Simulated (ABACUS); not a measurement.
Crystal: MoS2.

```
Mo S
1.0
     1.58000    0.91221    6.15000
    -1.58000    0.91221    6.15000
     0.00000   -1.82443    6.15000
Mo S
1 2
Direct
  0.00000 0.00000 0.00000
  0.41700 0.41700 0.41700
  0.25000 0.25000 0.25000
```

Measurements of this composition are mostly on another form, of space group No. 194.

Base run:

```yaml
Program: ABACUS 3.10.1
Functional: PBE
Potentials_or_basis: PseudoDojo NC SR 0.4.1 PBE standard
Cutoff: 1361 eV
Density_cutoff: 5442 eV
Basis: DZP LCAO (the cutoffs set its grid)
k_mesh: 10 × 10 × 10
Occupations: fermi-dirac, width 0.05 eV
Spin: no spin polarisation
```

Its results: band gap on the k mesh 0.95 eV, indirect (least direct gap 1.95 eV); pressure 7.1 GPa; largest force 0.798 eV/Å.

The run is repeated on the same cell with these changes: basis from DZP LCAO (the cutoffs set its grid) to TZDP LCAO (the cutoffs set its grid); orbital files from Mo Mo_confined-atom_7au_3s2p2d1f.orb, S S_confined-atom_7au_2s2p1d.orb to Mo Mo_confined-atom_7au_4s3p3d1f.orb, S S_confined-atom_7au_3s3p2d1f.orb. What comes out?

Band gap on the k mesh 0.95 eV, indirect (least direct gap 1.95 eV); pressure 5.9 GPa; largest force 0.613 eV/Å.

Caveats: the atomic orbitals were generated for these runs and aren't a published set; the basis of atomic orbitals isn't converged, which shifts pressures, moduli and gaps.

A k mesh can miss the band edges.
